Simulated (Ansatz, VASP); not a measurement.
## ZnSe (Stilleite): VASP beside Ansatz

```xyz
2
Lattice="0.0000 2.8338 2.8338 2.8338 0.0000 2.8338 2.8338 2.8338 0.0000" Properties=species:S:1:pos:R:3 pbc="T T T"
Se    4.2507    4.2507    4.2507
Zn    0.0000    0.0000    0.0000
```

Alike in both runs: task single point; functional PBEsol; k mesh 8 × 8 × 8; occupations gaussian, width 0.02 eV; no spin polarisation.

|  | VASP | Ansatz |
| --- | --- | --- |
| version | VASP 6.6.1 | Ansatz 0.2.0 |
| potentials or method | VASP PAW PBE potentials, release 64 (Se, Zn) | Ansatz PAW |
| plane-wave cutoff (eV) | 520 | 420 |
| valence electrons in the cell | 18 | 28 |

Ansatz gave:

- gap on the k mesh at the Fermi level (eV): 1.17
- least direct gap on the mesh (eV): 1.17
- pressure (GPa): -1.1

Task: What did VASP give for the same quantities?

Result: gap on the k mesh at the Fermi level (eV): 1.17; least direct gap on the mesh (eV): 1.17; pressure (GPa): -0.8.

With one functional, cell and mesh, what is left measures potentials, basis and numerics. The two sets of potentials don't hold the same shells in valence.

Caveats: the PAW data sets were made with another functional, which shifts forces and pressure a little (VASP); the PAW data sets come from PBE, with cores solved anew for the run's functional, which leaves a small shift of forces and pressure (Ansatz). PBEsol gaps usually lie below the measured ones, often by a third to a half.
